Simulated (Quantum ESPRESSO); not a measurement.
The system is AlRu.

```
Ru Al
1.0
     2.99160    0.00000    0.00000
     0.00000    2.99160    0.00000
     0.00000    0.00000    2.99160
Ru Al
1 1
Direct
  0.50000 0.50000 0.50000
  0.00000 0.00000 0.00000
```

```yaml
Program: Quantum ESPRESSO 7.5
Task: phonons and electron-phonon coupling
Functional: PBEsol
Potentials_or_basis: GBRV 1.5 PBEsol
Cutoff: 612 eV
Density_cutoff: 4898 eV
k_mesh: 6 × 6 × 6
Occupations: methfessel-paxton, width 0.272 eV
Spin: no spin polarisation
Mixing_beta: 0.5
Most_SCF_iterations: 120
SCF_threshold: 4e-10 Ry
q_mesh: 3 × 3 × 3
```

The cell and the atoms were relaxed first, to 13.16 Å³/atom (a = 2.975 Å, b = 2.975 Å, c = 2.975 Å, α = 90.00°, β = 90.00°, γ = 90.00°), and the response was taken there.

Levels for the coupling come from a 18 × 18 × 18 mesh; ten broadenings of the double delta from 0.07 to 0.68 eV; Tc from the McMillan formula in the Allen-Dynes form.

Q: How strong is the electron-phonon coupling, and what superconducting temperature follows?

A: Over broadenings from 0.27 to 0.54 eV, λ lies between 0.32 and 0.33 and ω_log near 221 K, which gives Tc from 0.2 to 0.3 K at μ* = 0.10 and from 0.1 to 0.1 K at μ* = 0.13.

Electron-phonon coupling by broadening of the double delta (levels on a 18 × 18 × 18 mesh):
```
broadening (eV)     λ  N(E_F) (states/eV a spin and cell)  ω_log (K)  Tc, μ* 0.10 (K)  Tc, μ* 0.13 (K)
           0.07  0.29                               0.672        240              0.1              0.0
           0.14  0.32                               0.736        225              0.2              0.1
           0.20  0.33                               0.752        223              0.2              0.1
           0.27  0.33                               0.748        222              0.2              0.1
           0.34  0.33                               0.739        221              0.3              0.1
           0.41  0.33                               0.727        221              0.2              0.1
           0.48  0.33                               0.713        221              0.2              0.1
           0.54  0.32                               0.700        221              0.2              0.1
           0.61  0.32                               0.686        221              0.2              0.0
           0.68  0.32                               0.672        221              0.2              0.0
```

The same from a weighted sum over the computed q points, without interpolation:
| broadening (eV) | λ | ω_log (K) | Tc, μ* 0.10 (K) | Tc, μ* 0.13 (K) |
| --- | --- | --- | --- | --- |
| 0.07 | 0.28 | 243 | 0.1 | 0.0 |
| 0.14 | 0.32 | 225 | 0.2 | 0.1 |
| 0.20 | 0.33 | 222 | 0.2 | 0.1 |
| 0.27 | 0.33 | 221 | 0.3 | 0.1 |
| 0.34 | 0.33 | 220 | 0.3 | 0.1 |
| 0.41 | 0.33 | 220 | 0.3 | 0.1 |
| 0.48 | 0.33 | 219 | 0.2 | 0.1 |
| 0.54 | 0.33 | 219 | 0.2 | 0.1 |
| 0.61 | 0.32 | 219 | 0.2 | 0.0 |
| 0.68 | 0.32 | 219 | 0.2 | 0.0 |

Eliashberg function at a broadening of 0.27 eV:
```
cm⁻¹     α²F
   9   0.000
  28   0.000
  46   0.001
  65   0.004
  83   0.011
 101   0.068
 120   0.214
 138   0.314
 157   0.192
 175   0.206
 194   0.047
 212   0.000
 231   0.000
 249   0.000
 268   0.000
 286   0.000
 304   0.080
 323   0.089
 341   0.274
 360  -0.004
```

The smallest broadenings aren't converged on these meshes, and μ* is assumed, not computed; spin fluctuations are left out.

Caveat: the k mesh is coarse; the mesh is thin for the phonons of a metal; λ from interpolated matrix elements is rough: modes that symmetry makes equal can differ by tens of percent.
